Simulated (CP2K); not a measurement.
# Bi2Se3 (Paraguanajuatite) in CP2K: the effect of functional

Crystal: Bi2Se3 (Paraguanajuatite).

```
Bi Se
1.0
     9.84047    0.00000    0.00000
     8.96834    4.05016    0.00000
     8.96834    1.93118    3.56011
Bi Se
2 3
Direct
  0.59920 0.59920 0.59920
  0.40080 0.40080 0.40080
  0.78830 0.78830 0.78830
  0.21170 0.21170 0.21170
  0.00000 0.00000 0.00000
```

Alike in all runs:

| Property | Result |
| --- | --- |
| Program | CP2K 2026.2 |
| Task | band structure |
| k mesh | 6 × 6 × 6 |
| Occupations | fermi-dirac, width 0.05 eV |
| Spin | no spin polarisation |

Q: One run gave: gap on the mesh 0.10 eV; pressure -1.5 GPa; largest force 0.20 eV/Å. Which functional did it use?
A. LDA
B. BLYP
C. r2SCAN
D. PBEsol
E. RPBE

A: A.

| functional | potentials or basis | gap on the mesh (eV) | pressure (GPa) | largest force (eV/Å) |
| --- | --- | --- | --- | --- |
| LDA | GTH_POTENTIALS Bi GTH-PADE-q5, Se GTH-PADE-q6; TZVP-MOLOPT-PBE-GTH basis | 0.10 | -1.5 | 0.20 |
| PBEsol | POTENTIAL_UZH Bi GTH-PBE-q5, Se GTH-PBE-q6; TZVP-MOLOPT-PBE-GTH basis | 0.12 | 1.7 | 0.41 |
| RPBE | POTENTIAL_UZH Bi GTH-PBE-q5, Se GTH-PBE-q6; TZVP-MOLOPT-PBE-GTH basis | 0.26 | 3.9 | 0.28 |
| revPBE | POTENTIAL_UZH Bi GTH-PBE-q5, Se GTH-PBE-q6; TZVP-MOLOPT-PBE-GTH basis | 0.24 | 3.7 | 0.28 |
| BLYP | GTH_POTENTIALS Bi GTH-BLYP-q5, Se GTH-BLYP-q6; TZVP-MOLOPT-PBE-GTH basis | 0.28 | 5.7 | 0.25 |
| r2SCAN | POTENTIAL_UZH Bi GTH-SCAN-q5, Se GTH-SCAN-q6; TZVP-MOLOPT-SCAN-GTH basis | 0.41 | 0.0 | 0.17 |

Caveats: spin-orbit coupling is left out, which as a rule narrows the gap of such compounds by several tenths of an eV; the basis of atomic orbitals isn't converged, which shifts pressures, moduli and gaps; the potentials were made for another functional, which shifts forces and pressure (some runs).

Runs at the PBE level aren't shown here.
